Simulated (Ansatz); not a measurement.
# CsPbCl3 (model cell, started as cubic perovskite with Pb in the octahedra): following an unstable mode

Aim: this structure of CsPbCl3 (model cell, started as cubic perovskite with Pb in the octahedra) is to be tested for unstable modes, and one is followed downhill.

Method: DFT PBEsol, scalar-relativistic, plane waves, PAW; PAW set soft_1, in Ansatz 0.2.0.

### 1. The starting structure

It takes space group Pm-3m (No. 221, cubic). The conventional cell has a = 5.618 Å, b = 5.618 Å, c = 5.618 Å, α = 90.00°, β = 90.00°, γ = 90.00°. Nearest to Cs lie 12 Cl at 3.97 Å. Pb has 6 Cl at 2.81 Å nearest. Cl has 2 Pb at 2.81 Å and 4 Cs at 3.97 Å nearest. Farther neighbours and most contacts between anions are not listed.

### 2. Phonons on a q mesh

The cell comes from relaxations at this level that are not shown. Stability and thermal properties need the whole zone. Linear response on a 2×2×2 q mesh gives force constants as far as a supercell of that size would, and the tensors from the zone-centre run are typed in so that the long-range dipole term is interpolated apart.

Input file input.yaml:

```yaml
crystal:
  lattice:
    - [5.6180085334, 0.0, 0.0]
    - [0.0, 5.6180085334, 0.0]
    - [0.0, 0.0, 5.6180085334]
  atoms:
    - { symbol: Cs, position: [0.0, 0.0, 0.0] }
    - { symbol: Pb, position: [0.5, 0.5, 0.5] }
    - { symbol: Cl, position: [0.5, 0.5, 0.0] }
    - { symbol: Cl, position: [0.5, 0.0, 0.5] }
    - { symbol: Cl, position: [0.0, 0.5, 0.5] }
kpoints:
  mp_grid: { grid: [8, 8, 8] }
hamiltonian:
  xc: pbesol
  pseudopotentials: { kind: paw, azcp: { folder: soft_1 }, xc_functional: pbe }
scf:
  occupations: { method: fixed }
output:
  eigenvalues: true
phonons:
  method: dfpt
  qmesh: [2, 2, 2]
  temperatures: { t_max: 1000, t_step: 50 }
  qpath:
    path:
      - [[0.0, 0.0, 0.0], [0.0, 0.5, 0.0], [0.5, 0.5, 0.0], [0.0, 0.0, 0.0], [0.5, 0.5, 0.5], [0.0, 0.5, 0.0]]
      - [[0.5, 0.5, 0.5], [0.5, 0.5, 0.0]]
    npoints: 10
  non_analytic_term:
    high_frequency_dielectric_tensor: [[4.0408, 0.0, 0.0], [0.0, 4.0408, 0.0], [0.0, 0.0, 4.0408]]
    born_effective_charges:
      - { species: Cs, tensor: [[1.3223, 0.0, 0.0], [0.0, 1.3223, 0.0], [0.0, 0.0, 1.3223]] }
      - { species: Pb, tensor: [[3.9499, 0.0, 0.0], [0.0, 3.9499, 0.0], [0.0, 0.0, 3.9499]] }
      - { species: Cl, tensor: [[-0.7258, 0.0, 0.0], [0.0, -0.7258, 0.0], [0.0, 0.0, -3.8207]] }
      - { species: Cl, tensor: [[-0.7258, 0.0, 0.0], [0.0, -3.8207, 0.0], [0.0, 0.0, -0.7258]] }
      - { species: Cl, tensor: [[-3.8207, 0.0, 0.0], [0.0, -0.7258, 0.0], [0.0, 0.0, -0.7258]] }
    source: "zone-centre run at this cell"
```

Run with:

```
> ansatz run input.yaml --threads 4 --pin off --max-ram 16384MiB --backend cpu --events-out ev --progress --plain --runs-dir out
```

Numbers of over 12 decimals in the logs are rounded to 6 here.

The program printed:

```text
Engine: ansatz 0.2.0, aarch64-unknown-linux-gnu
Pseudopotentials: kind: paw
Pseudopotential: Cs, paw, valence charge 9, recommended cutoff 420 eV (normal), soft_1/Cs.paw.azcp
Pseudopotential: Pb, paw, valence charge 14, recommended cutoff 420 eV (normal), soft_1/Pb.paw.azcp
Pseudopotential: Cl, paw, valence charge 7, recommended cutoff 420 eV (normal), soft_1/Cl.paw.azcp
Functional definition: PBEsol
  exchange = pbesol_x
  correlation = pbesol_c
Crystal: 5 atoms, lattice volume = 177.316 Å³
Basis set: ecut = 420 eV, 3431 PW (Γ), exchange–correlation on 80×80×80 points (8 copies of the dense FFT grid, shifted against one another)
Bands: 27, of which v1, the nominal top of the filled ones, is band 22 counted from 1 (21 counted from 0)
Symmetry: 48 space group operations
k-points: 35 of 512
Non-local potential: Cs, projectors of the file, l = 0: 3, l = 1: 2, l = 2: 2, l = 3: 2
Non-local potential: Pb, projectors of the file, l = 0: 2, l = 1: 2, l = 2: 2, l = 3: 1
Non-local potential: Cl, projectors of the file, l = 0: 2, l = 1: 2, l = 2: 1
PAW form: soft (Blöchl's): semilocal exchange-correlation on the pseudo side does not see the compensation charge
PAW frozen core: Cs, regenerated for the run's functional, and the local potential with it (the file was generated under x = pbe(κ = 0.804, μ = 0.219515), c = pbe(β = 0.066725))
PAW frozen core: Pb, regenerated for the run's functional, and the local potential with it (the file was generated under x = pbe(κ = 0.804, μ = 0.219515), c = pbe(β = 0.066725))
PAW frozen core: Cl, regenerated for the run's functional, and the local potential with it (the file was generated under x = pbe(κ = 0.804, μ = 0.219515), c = pbe(β = 0.066725))
PAW one-centre angular grid: Cs, 194 points (default); XC on 64 Gauss nodes
PAW one-centre angular grid: Pb, 590 points (default); XC on 64 Gauss nodes
PAW one-centre angular grid: Cl, 110 points (default); XC on 64 Gauss nodes
Initial density: superposition of atomic densities (chi_scale 0.1, normalization cell, long waves kept (reshape's long-wave potential 0.01 eV rms))
Initial wavefunctions: pseudopotential atomic-orbital guess
Functional: x = pbesol(κ = 0.804, μ = 0.123457), c = pbesol(β = 0.046)
SCF iter   1: F=—  HF=-20534.057177 eV  |F-HF|=—  |Δ(HF+E_count)|=         —  Δρ=2.39e-2  dr2=2.20e0  ethr=3.10e-3  ⟨swp⟩=5.0  Hψ=3962  notcnv=0  defer=61
preconditioner: auto → Resta (q_TF=auto, 2.163 Å⁻¹)  ε∞=3.0  [insulator: Δε(μ)=1.494 eV  Ē_g=12.631 eV  n_scr=26 (ndim 8)  ℏωp=18.1 eV  f_vac=0.014  ε∞_Penn≈3.0]
SCF iter   2: F=—  HF=-20533.316875 eV  |F-HF|=—  |Δ(HF+E_count)|=   7.40e-1  Δρ=1.08e-2  dr2=6.67e-1  ethr=3.10e-3  ⟨swp⟩=3.6  Hψ=2169  notcnv=0  defer=73
SCF iter   3: F=—  HF=-20532.999035 eV  |F-HF|=—  |Δ(HF+E_count)|=   3.18e-1  Δρ=3.19e-3  dr2=5.25e-2  ethr=1.52e-3  ⟨swp⟩=3.7  Hψ=2167  notcnv=0  defer=94
SCF iter   4: F=—  HF=-20532.980830 eV  |F-HF|=—  |Δ(HF+E_count)|=   1.82e-2  Δρ=1.16e-3  dr2=3.28e-3  ethr=1.19e-4  ⟨swp⟩=3.0  Hψ=1786  notcnv=0  defer=96
SCF iter   5: F=—  HF=-20532.982002 eV  |F-HF|=—  |Δ(HF+E_count)|=   1.17e-3  Δρ=1.95e-4  dr2=7.22e-5  ethr=7.46e-6  ⟨swp⟩=2.9  Hψ=1551  notcnv=0  defer=102
SCF iter   6: F=—  HF=-20532.982110 eV  |F-HF|=—  |Δ(HF+E_count)|=   1.08e-4  Δρ=2.58e-5  dr2=1.23e-6  ethr=1.64e-7  ⟨swp⟩=2.0  Hψ=1698  notcnv=0  defer=102
SCF iter   7: F=—  HF=-20532.982116 eV  |F-HF|=—  |Δ(HF+E_count)|=   6.07e-6  Δρ=7.04e-6  dr2=6.40e-8  ethr=2.80e-9  ⟨swp⟩=2.0  Hψ=1676  notcnv=0  defer=94
SCF iter   8: F=—  HF=-20532.982116 eV  |F-HF|=—  |Δ(HF+E_count)|=   3.37e-8  Δρ=1.34e-6  dr2=2.78e-9  ethr=1.46e-10  ⟨swp⟩=2.0  Hψ=1645  notcnv=0  defer=94
SCF iter   9: F=—  HF=-20532.982116 eV  |F-HF|=—  |Δ(HF+E_count)|=   2.20e-9  Δρ=2.31e-7  dr2=9.68e-11  ethr=6.32e-12  ⟨swp⟩=2.0  Hψ=1645  notcnv=0  defer=94
SCF iter  10: F=-20532.982116 eV  HF=-20532.982116 eV  |F-HF|=1.09e-11  |Δ(HF+E_count)|=  2.18e-10  Δρ=4.09e-8  dr2=5.08e-12  ethr=1.00e-12  ⟨swp⟩=16.4  Hψ=7232  notcnv=0
SCF 1 converged in 10 iterations: F = -20532.982116 eV  dr2 = 5.08e-12
  greatest PAW one-centre occupation: 0.982 electrons in one spin orbital (limit 2), on the Pb atom at site 1 (counted from 0), in its partial waves of l = 2
NSCF: frozen V_eff on 35 k-points
NSCF: frozen V_eff on 125 k-points
DFPT response loops at q = (0, 0, 0) (fractional): preconditioner auto → Resta (q_TF=auto, 2.163 Å⁻¹)  ε∞=5.7 (no band partly filled); β = 1.00, the filter's whole step (`scf.mixing.beta` (0.50) is not read by the response loops at its default; to damp them type it under 1.00, their step now; it binds the ground state too); Broyden in place of MSR1
NSCF: frozen V_eff on 250 k-points
DFPT response loops at q = (0, 0, -0.5) (fractional): mixed as the last ones told, above
NSCF: frozen V_eff on 250 k-points
DFPT response loops at q = (0, -0.5, -0.5) (fractional): mixed as the last ones told, above
NSCF: frozen V_eff on 250 k-points
DFPT response loops at q = (-0.5, -0.5, -0.5) (fractional): mixed as the last ones told, above
SCF converged after 10 iterations
Free energy (F): -20532.982116 eV
Harris-Foulkes:  -20532.982116 eV  (|F-HF|=1.09e-11)
Internal energy: -20532.982116 eV  (E = F + TS)
E sigma→0 (E₀):  -20532.982116 eV
Fermi energy:    3.945302 eV
--- Per-component energies (eV) ---
  E_band       = -238.535051
  E_kinetic    = 892.681841
  E_local      = -2616.653482  (includes V_loc(G=0)·N_el)
  E_nonlocal   = 426.044347
  E_hartree    = 983.169164
  E_xc         = -702.554641
  E_vxc        = -624.683971  (∫ρ·V_xc dr)
  E_paw        = -17141.423365  (= ΣΔE_a)
  E_vpaw       = -282.262405  (= ΣTr[D̂ρ^β])
  E_aug_tail   = 0.000327  (compensation charges beyond the density's cutoff)
  E_ewald      = -2374.687937
  E_core_change = 0.441631  (= ΣΔE_core)
  E_smearing   = -0.000000  (= −TS)
  E_closure    = 0.000000  (closes the sum)
  Σ components = -20532.982116   (vs F -20532.982116, Δ=0.00e0)
--- Band table (eV; the first three rows and the last of 35) ---
  k-point 0: bands = [... 18 lower, 1.3664, 1.4719, 1.4719, 1.4719, 7.1954, 8.2031, 8.2031, 9.0891, ... 1 higher]
  k-point 1: bands = [... 18 lower, 1.3516, 1.4558, 1.4558, 1.4698, 7.3457, 8.3071, 8.3154, 9.1366, ... 1 higher]
  k-point 2: bands = [... 18 lower, 1.3156, 1.4170, 1.4170, 1.5569, 7.7025, 8.5096, 8.6113, 8.7342, ... 1 higher]
  k-point 34: bands = [... 18 lower, 1.7969, 1.7969, 1.7969, 3.9453, 5.7875, 5.7875, 5.7875, 8.9618, ... 1 higher]
--- Phonons (Γ-DFPT): 4 representative perturbations + reference (Σ response iterations 15) ---
  ASR residual: 5.114e-5 → 0.000e0 eV/Å²; symmetrization residual: 3.862e-5 eV/Å²
  ASR residual per site (eV/Å²): 2.04e-5 4.84e-6 5.11e-5 5.11e-5 5.11e-5
  Γ frequencies (cm⁻¹): -21.53 -21.53 -21.53 0.00 0.00 0.00 20.32 20.32 20.32 51.77 51.77 51.77 136.27 136.27 136.27
--- Phonons (arbitrary-q DFPT): 4 irreducible q on the 2×2×2 mesh ---
  q = [0.0000, 0.0000, 0.0000] (star 1, of the zone-centre solve; hermiticity 3.14e-5, symmetrization 2.83e-12): -21.53 -21.53 -21.53 -0.00 -0.00 -0.00 20.32 20.32 20.32 51.77 51.77 51.77 136.27 136.27 136.27
  q = [0.0000, 0.0000, -0.5000] (star 3, 9 solved perturbations in 975 linear systems a pass and spin channel, the states on 125 of 512 k-point pairs; hermiticity 7.27e-6, symmetrization 2.16e-12): -13.29 -13.29 10.52 10.52 35.23 38.61 42.94 42.94 43.82 43.82 52.10 110.91 136.48 136.48 248.14
  q = [0.0000, -0.5000, -0.5000] (star 3, 9 solved perturbations in 975 linear systems a pass and spin channel, the states on 125 of 512 k-point pairs; hermiticity 5.61e-6, symmetrization 1.89e-13): -47.54 -20.58 -20.58 7.88 34.67 41.34 41.34 45.25 45.25 87.55 102.63 102.63 136.57 220.88 256.91
  q = [-0.5000, -0.5000, -0.5000] (star 1, 4 solved perturbations in 350 linear systems a pass and spin channel, the states on 125 of 512 k-point pairs; hermiticity 7.16e-7, symmetrization 1.50e-11): -47.99 -47.99 -47.99 -11.66 -11.66 -11.66 80.88 80.88 80.88 98.51 98.51 98.51 220.60 220.60 262.90
  sum rule: each row above includes the acoustic sum rule's correction from the zone centre's row sums; it moved no ω² by more than (0.63 cm⁻¹)²
  mesh force constants: q→R imaginary residual 6.57e-18; ASR residual 5.114e-5 → 0.000e0 eV/Å²; symmetrization residual 7.994e-15 eV/Å²
  interpolated dispersion: 63 rows × 15 modes
  density of states and harmonic sums: on the 12×12×12 q-mesh, interpolated from the force constants of a 2×2×2 supercell (with the dipole–dipole term of supplied tensors)
  largest difference from the sums on the solved wave vectors: F 3.48e-2 eV, S 3.65e-5 and C_V 1.56e-5 eV/K
  zero-point energy: 0.064406 eV/cell   skipped modes (ω ≤ 0): 289, of them read as no rigid motion or as one in doubt: 286 (3.394e0 modes/cell left out, lowest -47.99 cm⁻¹)   left out of the sums: 2.26e-1 of the cell's modes: C_V's classical limit lies that fraction below 3 k_B per atom; for a crystal, a wire or a layer, F and S can be off by more, and a phonons.interpolated_qmesh denser along its periods is the remedy for the sampling
```

Run time: 6.8 min. Hardware: 4 threads of Arm Neoverse V1, shared host; peak memory 1.9 GiB.

Numbers from this step:

```
gap on the k-mesh                                       : 1.842 eV
volume per atom                                         : 35.46 Å³
sum-rule residual before enforcement                    : 5.11e-5 eV/Å²
lowest frequency on the path                            : -47.99 cm⁻¹
point group                                             : m-3m
highest frequency on the path or at a solved wavevector : 262.9 cm⁻¹
highest optical mode at the zone centre (no LO-TO term) : 136.3 cm⁻¹
lowest optical zone-centre mode                         : -21.53 cm⁻¹
lowest mode on the q mesh (acoustic modes at Γ apart)   : -47.99 cm⁻¹
```

Frequencies (cm⁻¹) solved at each irreducible wavevector; negative means imaginary. Frequencies by wavevector, by row:

| q in reciprocal lattice units | star | mode 1 | mode 2 | mode 3 | mode 4 | mode 13 | mode 14 | mode 15 |
| --- | --- | --- | --- | --- | --- | --- | --- | --- |
| 0 0 0 | 1 | -21.5 | -21.5 | -21.5 | 0 | 136.3 | 136.3 | 136.3 |
| 0 0 -0.5 | 3 | -13.3 | -13.3 | 10.5 | 10.5 | 136.5 | 136.5 | 248.1 |
| 0 -0.5 -0.5 | 3 | -47.5 | -20.6 | -20.6 | 7.9 | 136.6 | 220.9 | 256.9 |
| -0.5 -0.5 -0.5 | 1 | -48 | -48 | -48 | -11.7 | 220.6 | 220.6 | 262.9 |

Interpolated from a 2×2×2 q mesh, with the LO-TO term (at Γ the limit along the path; where Γ stands inside the path, tables give the limit on arrival). The phonon branches at the labelled points (cm⁻¹):

| point | branch 1 | branch 2 | branch 3 | branch 4 | branch 12 | branch 13 | branch 14 | branch 15 |
| --- | --- | --- | --- | --- | --- | --- | --- | --- |
| Γ | -22 | -22 | 0 | 0 | 56 | 136 | 136 | 232 |
| halfway | -18 | -18 | 10 | 10 | 88 | 136 | 136 | 240 |
| X | -13 | -13 | 10 | 10 | 111 | 136 | 136 | 248 |
| halfway | -35 | -14 | -8 | 7 | 107 | 136 | 188 | 249 |
| M | -48 | -21 | -21 | 8 | 103 | 137 | 221 | 257 |
| halfway | -28 | -14 | -13 | 17 | 88 | 136 | 176 | 236 |
| Γ | -22 | -22 | 0 | 0 | 56 | 136 | 136 | 232 |
| halfway | -29 | -25 | -25 | 9 | 88 | 178 | 178 | 235 |
| R | -48 | -48 | -48 | -12 | 98 | 221 | 221 | 263 |
| halfway | -37 | -33 | -25 | -9 | 105 | 180 | 194 | 250 |
| X | -13 | -13 | 10 | 10 | 111 | 136 | 136 | 248 |
| jump to R | -48 | -48 | -48 | -12 | 98 | 221 | 221 | 263 |
| halfway | -48 | -36 | -36 | -5 | 101 | 186 | 221 | 257 |
| M | -48 | -21 | -21 | 8 | 103 | 137 | 221 | 257 |

Symmetry leaves 4 wavevectors to solve. The lowest mode among them, the acoustic zeros apart, lies at q = (-0.5, -0.5, -0.5) and is imaginary, 48.0i cm⁻¹, so the energy falls along it.

### 3. The mode frozen in, largest atomic shift 0 Å

The mode followed lies at q = (-0.5, -0.5, -0.5) with frequency 48.0i cm⁻¹ and is 3-fold degenerate, the softest among the wavevectors solved. At small amplitude the distorted cell has space group no. 140 by a symmetry search on the positions. The undistorted cell that holds it gives the zero of energy on the same k mesh.

System of this step: CsPbCl3 (model cell, started as cubic perovskite with Pb in the octahedra). Symmetry: Pm-3m, No. 221, cubic system. Conventional cell: a = 5.618 Å, b = 5.618 Å, c = 5.618 Å, α = 90.00°, β = 90.00°, γ = 90.00°. Nearest to Cs lie 12 Cl at 3.97 Å. Nearest to Pb lie 6 Cl at 2.81 Å. Nearest to Cl lie 2 Pb at 2.81 Å and 4 Cs at 3.97 Å. Farther neighbours and most contacts between anions are not listed.

Input file input.yaml:

```yaml
crystal:
  lattice:
    - [5.6180085334, 5.6180085334, 0.0]
    - [5.6180085334, 0.0, 5.6180085334]
    - [5.6180085334, 0.0, -5.6180085334]
  atoms:
    - { symbol: Cs, position: [0.0, 0.0, 0.0] }
    - { symbol: Cs, position: [0.0, 0.5, 0.5] }
    - { symbol: Pb, position: [0.5, 0.25, 0.75] }
    - { symbol: Pb, position: [0.5, 0.75, 0.25] }
    - { symbol: Cl, position: [0.5, 0.0, 1.0] }
    - { symbol: Cl, position: [0.5, 0.5, 0.5] }
    - { symbol: Cl, position: [0.0, 0.0, 0.5] }
    - { symbol: Cl, position: [0.0, 0.5, 0.0] }
    - { symbol: Cl, position: [0.5, 0.0, 0.5] }
    - { symbol: Cl, position: [0.5, 0.5, 0.0] }
kpoints:
  mp_grid: { grid: [6, 6, 6] }
hamiltonian:
  xc: pbesol
  pseudopotentials: { kind: paw, azcp: { folder: soft_1 }, xc_functional: pbe }
scf:
  occupations: { method: gaussian, width: 0.02 }
output:
  forces: true
  stress: true
  eigenvalues: true
```

The program printed:

```text
[...]
Crystal: 10 atoms, lattice volume = 354.631 Å³
Basis set: ecut = 420 eV, 6879 PW (Γ), exchange–correlation on 108×108×108 points (8 copies of the dense FFT grid, shifted against one another)
Bands: 54, of which v1, the nominal top of the filled ones, is band 44 counted from 1 (43 counted from 0)
Symmetry: 96 space group operations
[...]
k-points: 16 of 216
[...]
k-point 0: bands = [... 40 lower, 1.7968, 1.7968, 1.7968, 3.9452, 5.7875, 5.7875, 5.7875, 7.1953, ... 4 higher]
  k-point 1: bands = [... 40 lower, 1.7371, 1.7371, 1.7654, 3.4905, 6.0884, 6.0884, 6.2307, 7.3919, ... 4 higher]
  k-point 2: bands = [... 40 lower, 1.6388, 1.6388, 1.6817, 2.6524, 6.8373, 6.8373, 7.0594, 7.8404, ... 4 higher]
  k-point 15: bands = [... 40 lower, 1.4907, 1.7009, 2.3710, 2.7332, 6.5029, 6.7560, 7.2278, 8.5928, ... 4 higher]
[key lines of the parts left out:]
SCF converged after 8 iterations
Free energy (F): -41065.964600 eV
Fermi energy:    4.866254 eV
P = ⅓ Tr σ = -0.0013 GPa (-0.013 kbar)
```

The job ended after 7.5 s (4 threads; peak memory 0.91 GiB).

Numbers from this step:

| Quantity | Value |
| --- | --- |
| pressure | -0.001303 GPa |
| energy from the undistorted cell | 0 meV/atom |

At this level the gap is 1.84 eV on the k-mesh of the self-consistent run, which can miss the band edges.

### 4. The mode frozen in, largest atomic shift 0.6 Å

The atoms are moved along the unstable eigenvector, the largest shift by 0.6 Å, with the cell fixed.

input.yaml, the sections that differ from step 3:

```yaml
crystal:
  lattice:
    - [5.6180085334, 5.6180085334, 0.0]
    - [5.6180085334, 0.0, 5.6180085334]
    - [5.6180085334, 0.0, -5.6180085334]
  atoms:
    - { symbol: Cs, position: [0.0, 0.0, 0.0] }
    - { symbol: Cs, position: [0.0, 0.5, 0.5] }
    - { symbol: Pb, position: [0.5, 0.25, 0.75] }
    - { symbol: Pb, position: [0.5, 0.75, 0.25] }
    - { symbol: Cl, position: [0.5, -0.0533997053, 0.9466002947] }
    - { symbol: Cl, position: [0.5, 0.5533997053, 0.5533997053] }
    - { symbol: Cl, position: [0.0, 0.0, 0.5] }
    - { symbol: Cl, position: [0.0, 0.5, 0.0] }
    - { symbol: Cl, position: [0.5, 0.0533997053, 0.4466002947] }
    - { symbol: Cl, position: [0.5, 0.4466002947, 0.0533997053] }
# kpoints, hamiltonian, scf, output: as in step 3
```

The program printed:

```text
[...]
Crystal: 10 atoms, lattice volume = 354.631 Å³
Basis set: ecut = 420 eV, 6879 PW (Γ), exchange–correlation on 108×108×108 points (8 copies of the dense FFT grid, shifted against one another)
Bands: 54, of which v1, the nominal top of the filled ones, is band 44 counted from 1 (43 counted from 0)
Symmetry: 16 space group operations
[...]
k-points: 30 of 216
[...]
k-point 0: bands = [... 40 lower, 1.6503, 1.6714, 1.6714, 3.5304, 5.7411, 5.7628, 5.7628, 7.3560, ... 4 higher]
  k-point 1: bands = [... 40 lower, 1.6288, 1.6440, 1.6933, 3.1760, 5.9860, 6.0154, 6.1120, 7.5417, ... 4 higher]
  k-point 2: bands = [... 40 lower, 1.5608, 1.5783, 1.7387, 2.4878, 6.5778, 6.6692, 6.8627, 7.8916, ... 4 higher]
  k-point 29: bands = [... 40 lower, 1.4517, 1.6372, 2.2848, 2.7318, 6.2262, 6.2262, 6.6223, 8.5313, ... 4 higher]
[key lines of the parts left out:]
SCF converged after 8 iterations
Free energy (F): -41066.067848 eV
Fermi energy:    4.635763 eV
P = ⅓ Tr σ = -0.4827 GPa (-4.827 kbar)
```

Wall time 12 s (4 threads); peak memory 1 GiB; 48 s of CPU time.

Numbers from this step:

| Quantity | Value |
| --- | --- |
| pressure | -0.4827 GPa |
| gap on the k-mesh | 2.211 eV |
| energy from the undistorted cell | -10.32 meV/atom |

The energy, extrapolated to zero smearing, is -10.32 meV/atom against the undistorted cell.

The run ends at a pressure of -0.48 GPa, with forces up to 0.0015 eV/Å.

### 5. Energy along the mode, all amplitudes (two of the runs are shown above)

An imaginary frequency means negative curvature, so the energy should fall and then rise again as anharmonic terms take over.

Numbers from this step:

| Item | Value |
| --- | --- |
| depth at the lowest point sampled | 10.32 meV/atom |
| largest atomic shift at that point | 0.6 Å |

Table of energy from the parent by largest atomic shift:

| largest atomic shift (Å) | energy from the parent (meV/atom) |
| --- | --- |
| 0.000 | 0 |
| 0.040 | -0.096 |
| 0.080 | -0.38 |
| 0.140 | -1.14 |
| 0.220 | -2.69 |
| 0.320 | -5.18 |
| 0.450 | -8.47 |
| 0.600 | -10.3 |

Displacement at unit largest shift by atom:

| atom | x (Å) | y (Å) | z (Å) | size |
| --- | --- | --- | --- | --- |
| Cs1 | 0.00 | 0.00 | 0.00 | 0.00 |
| Cs2 | 0.00 | 0.00 | 0.00 | 0.00 |
| Pb3 | 0.00 | 0.00 | 0.00 | 0.00 |
| Pb4 | 0.00 | 0.00 | 0.00 | 0.00 |
| Cl5 | -1.00 | 0.00 | 0.00 | 1.00 |
| Cl6 | 1.00 | 0.00 | 0.00 | 1.00 |
| Cl7 | 0.00 | 0.00 | 0.00 | 0.00 |
| Cl8 | 0.00 | 0.00 | 0.00 | 0.00 |
| Cl9 | 0.00 | 0.00 | 1.00 | 1.00 |
| Cl10 | 0.00 | 0.00 | -1.00 | 1.00 |

The lowest of the steps tried is the last one, at 0.6 Å, 10.3 meV/atom below the parent; the bottom of the well need not coincide with a step.

(Part 1 of 3 ends here.)

[Logs are printed without paths, hosts, clocks, repeated set-up lines and the standing remarks that a program may print on its own settings, such as how far it seeks lower states.]

[Hosts, paths, dates, database ids (printed as entryN), source tags and the programs' standing remarks are cut or masked in the printed files.]
